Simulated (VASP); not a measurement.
# Ti2O3 (R-3c) in VASP: further runs

Runs on Ti2O3. Level: PBEsol. Tasks: single point.

Everything below comes from runs of VASP 6.6.1. Logs are shortened: lines on timing, memory, paths and dates and some standing lists are left out, and cuts for length are marked.

**What was measured.**

From “The c-axis dimer and its electronic break-up: the insulator-to-metal transition in Ti2O3”, 2017, arxiv:1710.08771, for a bulk crystal of Ti2O3: band gap 0.2 eV (optical).

How close the calculation comes is told below.

## (1) The crystal as given

Symmetry: R-3c, No. 167, trigonal system. The conventional cell has a = 5.126 Å, b = 5.126 Å, c = 13.878 Å, α = 90.00°, β = 90.00°, γ = 120.00°. Ti (site symmetry 3) is surrounded by 6 O at 2.02 to 2.08 Å. O (site symmetry 2) has 4 Ti at 2.02 to 2.08 Å as nearest neighbours.

## (2) Single point, PBEsol

INCAR

```
SYSTEM = Ti2O3
ALGO = Fast
EDIFF = 1E-7
ENCUT = 400
GGA = PS
ISIF = 2
ISMEAR = 0
KPAR = 4
LASPH = .True.
LCHARG = .False.
LREAL = .False.
LWAVE = .False.
NBANDS = 53
NELM = 80
PREC = Accurate
SIGMA = 0.02
```

KPOINTS

```
k-points
0
Gamma
  6 6 6
  0 0 0
```

POSCAR

```
Ti2O3
1.0
    2.5630000000      1.4797487400      4.6260000000
   -2.5630000000      1.4797487400      4.6260000000
    0.0000000000     -2.9594974800      4.6260000000
Ti O
4 6
Direct
    0.3467200000      0.3467200000      0.3467200000
    0.1532800000      0.1532800000      0.1532800000
    0.6532800000      0.6532800000      0.6532800000
    0.8467200000      0.8467200000      0.8467200000
    0.5607000000      0.9393000000      0.2500000000
    0.2500000000      0.5607000000      0.9393000000
    0.9393000000      0.2500000000      0.5607000000
    0.4393000000      0.0607000000      0.7500000000
    0.7500000000      0.4393000000      0.0607000000
    0.0607000000      0.7500000000      0.4393000000
```

Potentials or basis: VASP PAW PBE potentials, release 64 (Ti_sv, O).

On the command line:

```
$ cat potpaw_PBE.64/Ti_sv/POTCAR potpaw_PBE.64/O/POTCAR > POTCAR
$ mpirun -np 4 vasp_std > vasp.out
```

OUTCAR:

```text
SYSTEM = Ti2O3
   EDIFF = 1E-7
   ENCUT = 400
   GGA = PS
   ISIF = 2
   ISMEAR = 0
   LASPH = .True.
   LREAL = .False.
   NELM = 80
   PREC = Accurate

 ion  position               nearest neighbor table
   1  0.347  0.347  0.347-  10 2.02   8 2.02   9 2.02   5 2.08   7 2.08   6 2.08   2 2.68
   2  0.153  0.153  0.153-   9 2.02   8 2.02  10 2.02   5 2.08   7 2.08   6 2.08   1 2.68
   3  0.653  0.653  0.653-   7 2.02   5 2.02   6 2.02   8 2.08   9 2.08  10 2.08   4 2.68
   4  0.847  0.847  0.847-   6 2.02   5 2.02   7 2.02   8 2.08   9 2.08  10 2.08   3 2.68
   5  0.561  0.939  0.250-   3 2.02   4 2.02   1 2.08   2 2.08
   6  0.250  0.561  0.939-   4 2.02   3 2.02   1 2.08   2 2.08
   7  0.939  0.250  0.561-   3 2.02   4 2.02   1 2.08   2 2.08
   8  0.439  0.061  0.750-   1 2.02   2 2.02   3 2.08   4 2.08
   9  0.750  0.439  0.061-   2 2.02   1 2.02   3 2.08   4 2.08
  10  0.061  0.750  0.439-   1 2.02   2 2.02   3 2.08   4 2.08

  LATTYP: Found a trigonal (rhomboedric) cell.
 ALAT       =     5.4916756399
 COS(alpha) =     0.5643703294

  Lattice vectors:

 A1 = (   2.5630000000,   1.4797487400,   4.6260000000)
 A2 = (  -2.5630000000,   1.4797487400,   4.6260000000)
 A3 = (   0.0000000000,  -2.9594974800,   4.6260000000)

Analysis of symmetry for initial positions (statically):
=====================================================================
 Subroutine PRICEL returns:
 Original cell was already a primitive cell.

 Routine SETGRP: Setting up the symmetry group for a
 trigonal (rhombohedral) supercell.

 Subroutine GETGRP returns: Found 12 space group operations
 (whereof  6 operations were pure point group operations)
 out of a pool of 12 trial point group operations.

The static configuration has the point symmetry S_6 .
 The point group associated with its full space group is D_3d.

Analysis of symmetry for dynamics (positions and initial velocities):
=====================================================================
 Subroutine PRICEL returns:
 Original cell was already a primitive cell.

 Routine SETGRP: Setting up the symmetry group for a
 trigonal (rhombohedral) supercell.

 Subroutine GETGRP returns: Found 12 space group operations
 (whereof  6 operations were pure point group operations)
 out of a pool of 12 trial point group operations.

The dynamic configuration has the point symmetry S_6 .
 The point group associated with its full space group is D_3d.

 Subroutine INISYM returns: Found 12 space group operations
 (whereof  6 operations are pure point group operations),
 and found     1 'primitive' translations

----------------------------------------------------------------------------------------

                                     Primitive cell

  volume of cell :     105.2673

  direct lattice vectors                    reciprocal lattice vectors
     2.563000000  1.479748740  4.626000000     0.195083886  0.112631734  0.072056492
    -2.563000000  1.479748740  4.626000000    -0.195083886  0.112631734  0.072056492
     0.000000000 -2.959497480  4.626000000     0.000000000 -0.225263468  0.072056492

  length of vectors
     5.491675640  5.491675640  5.491675640     0.236507438  0.236507438  0.236507438

  position of ions in fractional coordinates (direct lattice)
     0.346720000  0.346720000  0.346720000
     0.153280000  0.153280000  0.153280000
     0.653280000  0.653280000  0.653280000
     0.846720000  0.846720000  0.846720000
     0.560700000  0.939300000  0.250000000
     0.250000000  0.560700000  0.939300000
     0.939300000  0.250000000  0.560700000
     0.439300000  0.060700000  0.750000000
     0.750000000  0.439300000  0.060700000
     0.060700000  0.750000000  0.439300000

  ion indices of the primitive-cell ions
   primitive index   ion index
                 1           1
                 2           2
                 3           3
                 4           4
                 5           5
                 6           6
                 7           7
                 8           8
                 9           9
                10          10

----------------------------------------------------------------------------------------

 KPOINTS: k-points

Automatic generation of k-mesh.
 Grid dimensions read from file:
 generate k-points for:    6    6    6

 Generating k-lattice:

  Cartesian coordinates                     Fractional coordinates (reciprocal lattice)
     0.032513981  0.018771956  0.012009415     0.166666667  0.000000000  0.000000000
    -0.032513981  0.018771956  0.012009415     0.000000000  0.166666667  0.000000000
     0.000000000 -0.037543911  0.012009415     0.000000000  0.000000000  0.166666667

  Length of vectors
     0.039417906  0.039417906  0.039417906

  Shift w.r.t. Gamma in fractional coordinates (k-lattice)
     0.000000000  0.000000000  0.000000000

 Subroutine IBZKPT returns following result:
 ===========================================

 Found     32 irreducible k-points:

 Following reciprocal coordinates:
            Coordinates               Weight
  0.000000  0.000000  0.000000      1.000000
  0.166667  0.000000  0.000000      6.000000
  0.333333  0.000000  0.000000      6.000000
  0.500000  0.000000  0.000000      3.000000
  0.166667  0.166667  0.000000      6.000000
  0.333333  0.166667  0.000000     12.000000
[... 16 lines left out ...]
  0.500000  0.500000  0.166667      6.000000
 -0.333333  0.500000  0.166667     12.000000
 [... further k-points ...]
   k-points           NKPTS =     32   k-points in BZ     NKDIM =     32   number of bands    NBANDS=     53
   number of dos      NEDOS =    301   number of ions     NIONS =     10
   total plane-waves  NPLWV =  46656
   dimension x,y,z NGX =    36 NGY =   36 NGZ =   36
   dimension x,y,z NGXF=    72 NGYF=   72 NGZF=   72
   ions per type =               4   6
   NGX,Y,Z   is equivalent  to a cutoff of  10.90, 10.90, 10.90 a.u.
   NGXF,Y,Z  is equivalent  to a cutoff of  21.80, 21.80, 21.80 a.u.
 SYSTEM =  Ti2O3
   PREC   = accura    normal or accurate (medium, high low for compatibility)
   ISTART =      0    job   : 0-new  1-cont  2-samecut
   ICHARG =      2    charge: 1-file 2-atom 10-const
   ISPIN  =      1    spin polarized calculation?
   LNONCOLLINEAR =      F non collinear calculations
   LSORBIT =      F    spin-orbit coupling
   LASPH  =      T    aspherical Exc in radial PAW
   ENCUT  =  400.0 eV  29.40 Ry    5.42 a.u.   8.96  8.96  8.96*2*pi/ulx,y,z
   NELM   =     80;   NELMIN=  2; NELMDL= -5     # of ELM steps
   EDIFF  = 0.1E-06   stopping-criterion for ELM
   LREAL  =      F    real-space projection
   EDIFFG = 0.1E-05   stopping-criterion for IOM
   NSW    =      0    number of steps for IOM
   IBRION =     -1    ionic relax: 0-MD 1-quasi-New 2-CG
   NFREE  =      0    steps in history (QN), initial steepest desc. (CG)
   ISIF   =      2    stress and relaxation
   ISYM   =      2    0-nonsym 1-usesym 2-fastsym
   POTIM  = 0.5000    time-step for ionic-motion
   TEBEG  =    0.0;   TEEND  =   0.0 temperature during run
   PSTRESS=    0.0 pullay stress
   NELECT =      84.0000    total number of electrons
   NUPDOWN=      -1.0000    fix difference up-down
   EMIN   =  10.00;   EMAX   =-10.00  energy-range for DOS
   EFERMI =   0.00;   METHOD = LEGACY
   ISMEAR =     0;   SIGMA  =   0.02  broadening in eV -4-tet -1-fermi 0-gaus
   EFERMI_NEDOS =   21; number of points for ismear=-14 and -15
   IALGO  =     68    algorithm
   IMIX   =      4    mixing-type and parameters
     AMIX     =   0.40;   BMIX     =  1.00
     AMIX_MAG =   1.60;   BMIX_MAG =  1.00
  volume/ion in A,a.u.               =      10.53        71.04
  Fermi-wavevector in a.u.,A,eV,Ry     =   1.518460  2.869474 31.371248  2.305722
  Thomas-Fermi vector in A             =   2.627578
   LORBIT       =      0    0 simple, 1 ext, 2 COOP (PROOUT), +10 PAW based schemes
   GGA     = PS    functional components
   LHFCALC =     F    Hartree Fock is set to
   AEXX    =    0.0000 exact exchange contribution
   IVDW    =     0    specifies the selected vdW correction
   LEPSILON=     F    determine dielectric tensor
   LRPA    =     F    only Hartree local field effects (RPA)
 non-spin polarized calculation
 RMM-DIIS sequential band-by-band and
 Gauss-broadening in eV      SIGMA  =   0.02
  energy-cutoff  :      400.00
  volume of cell :      105.27
 maximum number of plane-waves:      1930
   NGX = 17   NGY = 17   NGZ = 17

 number of electron      84.0000007 magnetization

 Free energy of the ion-electron system (eV)
  ---------------------------------------------------
  ext. energy  EPLUGINS =         0.00000000
  ---------------------------------------------------
  free energy    TOTEN  =       -94.55878635 eV

  energy without entropy =      -94.55702321  energy(sigma->0) =      -94.55790478

 E-fermi :   8.5727     XC(G=0): -11.9664

 val. band max:        8.5676823131   @ k =   0.5000   0.5000   0.0000
 cond. band min:       8.5733380157   @ k =   0.1667   0.1667   0.0000
 fundamental gap:      0.0056557027
 Fermi energy:         8.5726544715

 k-point     1 :       0.0000    0.0000    0.0000
  band No.  band energies     occupation
      1     -49.6285      2.00000
      2     -49.5672      2.00000
      3     -49.5587      2.00000
      4     -49.5113      2.00000
      5     -26.2421      2.00000
      6     -26.2421      2.00000
[... 45 lines left out ...]
     52      10.6184      0.00000
     53      11.7134      0.00000

 k-point     2 :       0.1667    0.0000    0.0000
  band No.  band energies     occupation
      1     -49.6242      2.00000
      2     -49.5713      2.00000
      3     -49.5555      2.00000
      4     -49.5150      2.00000
      5     -26.2484      2.00000
      6     -26.2388      2.00000
[... 45 lines left out ...]
     52      10.5655      0.00000
     53      12.0682      0.00000
[... 1174 lines left out ...]
     52      10.3166      0.00000
     53      11.2107      0.00000

 k-point    24 :      -0.3333    0.5000    0.1667
  band No.  band energies     occupation
      1     -49.5989      2.00000
      2     -49.5892      2.00000
      3     -49.5428      2.00000
      4     -49.5354      2.00000
      5     -26.2908      2.00000
      6     -26.2259      2.00000
[... 45 lines left out ...]
     52      10.2279      0.00000
     53      11.0673      0.00000

 [... further k-points ...]

------------------------ aborting loop because EDIFF is reached ----------------------------------------

  FORCE on cell =-STRESS in cart. coord.  units (eV):
  Direction    XX          YY          ZZ          XY          YZ          ZX
  --------------------------------------------------------------------------------------
  -------------------------------------------------------------------------------------
  Total       -9.2810818     -9.2810818     -7.6993679      0.0000000      0.0000000      0.0000000
  in kB     -141.2588664   -141.2588664   -117.1850453      0.0000000      0.0000000      0.0000000
  external PRESSURE =    -133.2342594 kB  Pullay stress =       0.0000000 kB

 VOLUME and BASIS-vectors are now :
 -----------------------------------------------------------------------------
  energy-cutoff  :      400.00
  volume of cell :      105.27
      direct lattice vectors                 reciprocal lattice vectors
     2.563000000  1.479748740  4.626000000     0.195083886  0.112631734  0.072056492
    -2.563000000  1.479748740  4.626000000    -0.195083886  0.112631734  0.072056492
     0.000000000 -2.959497480  4.626000000     0.000000000 -0.225263468  0.072056492

 POSITION                                       TOTAL-FORCE (eV/Angst)
 -----------------------------------------------------------------------------------
      0.00000      0.00000      4.81178         0.000000     -0.000000     -0.163093
      0.00000      0.00000      2.12722         0.000000     -0.000000      0.163093
      0.00000      0.00000      9.06622         0.000000     -0.000000      0.163093
      0.00000      0.00000     11.75078         0.000000     -0.000000     -0.163093
     -0.97035      1.47975      8.09550        -0.040854     -0.000000     -0.000000
     -0.79632     -1.58022      8.09550         0.020427     -0.035381     -0.000000
      1.76668      0.10047      8.09550         0.020427      0.035381     -0.000000
      0.97035     -1.47975      5.78250         0.040854     -0.000000     -0.000000
      0.79632      1.58022      5.78250        -0.020427      0.035381     -0.000000
     -1.76668     -0.10047      5.78250        -0.020427     -0.035381     -0.000000
 -----------------------------------------------------------------------------------
    total drift:                                0.000000      0.000000     -0.000000

  FREE ENERGIE OF THE ION-ELECTRON SYSTEM (eV)
  ---------------------------------------------------
  free  energy   TOTEN  =       -94.5587863452 eV

  energy  without entropy=      -94.5570232067  energy(sigma->0) =      -94.55790478
```

It took 2.2 min on 4 MPI ranks of AMD EPYC 9R45 (Zen 5), shared host; peak memory 0.24 GiB.

Results:

* Free energy: -94.5588 eV
* Largest force: 0.163 eV/Å
* Band gap on the k mesh: none (metal or under the smearing width)

Forces in eV/Å, atoms in the order of the input:
```
Ti   0.000  0.000 -0.163
Ti   0.000  0.000  0.163
Ti   0.000  0.000  0.163
Ti   0.000  0.000 -0.163
O   -0.041  0.000  0.000
O    0.020 -0.035  0.000
O    0.020  0.035  0.000
O    0.041  0.000  0.000
O   -0.020  0.035  0.000
O   -0.020 -0.035  0.000
```

Caveat: the cutoff is under 1.25 times the usual one of these potentials, so pressure, stress and relaxed cells hold a basis-set (Pulay) error; the PAW data sets were made with another functional, which shifts forces and pressure a little; semilocal functionals often make such compounds metallic where correlation or magnetic order opens a gap, which also shifts bond lengths.

## (3) Single point, PBEsol

INCAR, as its differences from that of step 2:

```diff
@@ -3,3 +3,3 @@
 EDIFF = 1E-7
-ENCUT = 400
+ENCUT = 450
 GGA = PS
```

KPOINTS is that of step 2.

POSCAR is that of step 2.

Potentials or basis: VASP PAW PBE potentials, release 64 (Ti_sv, O).

On the command line:

```
$ cat potpaw_PBE.64/Ti_sv/POTCAR potpaw_PBE.64/O/POTCAR > POTCAR
$ mpirun -np 4 vasp_std > vasp.out
```

It took 3.1 min on 4 MPI ranks of AMD EPYC 9R45 (Zen 5), shared host; peak memory 0.28 GiB.

The run converged, but a check on its numbers failed (symmetry, net force, bounds or a known fault of this set-up), so they aren't taken as properties of the crystal.

Caveat: the cutoff is under 1.25 times the usual one of these potentials, so pressure, stress and relaxed cells hold a basis-set (Pulay) error; the PAW data sets were made with another functional, which shifts forces and pressure a little; semilocal functionals often make such compounds metallic where correlation or magnetic order opens a gap, which also shifts bond lengths.

## (4) Single point, PBEsol

INCAR, as its differences from that of step 3:

```diff
@@ -3,3 +3,3 @@
 EDIFF = 1E-7
-ENCUT = 450
+ENCUT = 520
 GGA = PS
```

KPOINTS is that of step 3.

POSCAR is that of step 3.

On the command line:

```
$ cat potpaw_PBE.64/Ti_sv/POTCAR potpaw_PBE.64/O/POTCAR > POTCAR
$ mpirun -np 4 vasp_std > vasp.out
```

Wall time 3.7 min (4 MPI ranks of AMD EPYC 9R45 (Zen 5), shared host); peak memory 0.32 GiB.

The run converged. Its results:

| Quantity | Value |
| --- | --- |
| Free energy | -94.4874 eV |
| Pressure | -7.2 GPa |
| Largest force | 0.177 eV/Å |
| Band gap on the k mesh | none (metal or under the smearing width) |

Forces on the atoms (eV/Å):
```
Ti   0.000  0.000 -0.177
Ti   0.000  0.000  0.177
Ti   0.000  0.000  0.177
Ti   0.000  0.000 -0.177
O   -0.047  0.000  0.000
O    0.023 -0.041  0.000
O    0.023  0.041  0.000
O    0.047  0.000  0.000
O   -0.023  0.041  0.000
O   -0.023 -0.041  0.000
```

Stress tensor (GPa, compression positive):
```
-7.94  0.00  0.00
 0.00 -7.94  0.00
 0.00  0.00 -5.60
```

Levels at points of the mesh, in eV from the Fermi level:
```
           k point  band 39  band 40  band 41  band 42  band 43  band 44  band 45  band 46
(0.00, 0.00, 0.00)    -4.09    -3.97    -0.80    -0.11    -0.11     0.41     0.41     0.44
(0.50, 0.00, 0.00)    -4.20    -4.20    -0.67    -0.67     0.32     0.32     0.66     0.66
(0.50, 0.50, 0.00)    -4.63    -4.21    -0.74    -0.55    -0.01    -0.01     0.55     0.78
(0.50, 0.50, 0.50)    -4.71    -4.71     0.47     0.47     0.47     0.47     0.47     0.47
```

Caveat: the PAW data sets were made with another functional, which shifts forces and pressure a little; semilocal functionals often make such compounds metallic where correlation or magnetic order opens a gap, which also shifts bond lengths.

(Part 1 of 2 ends here.)
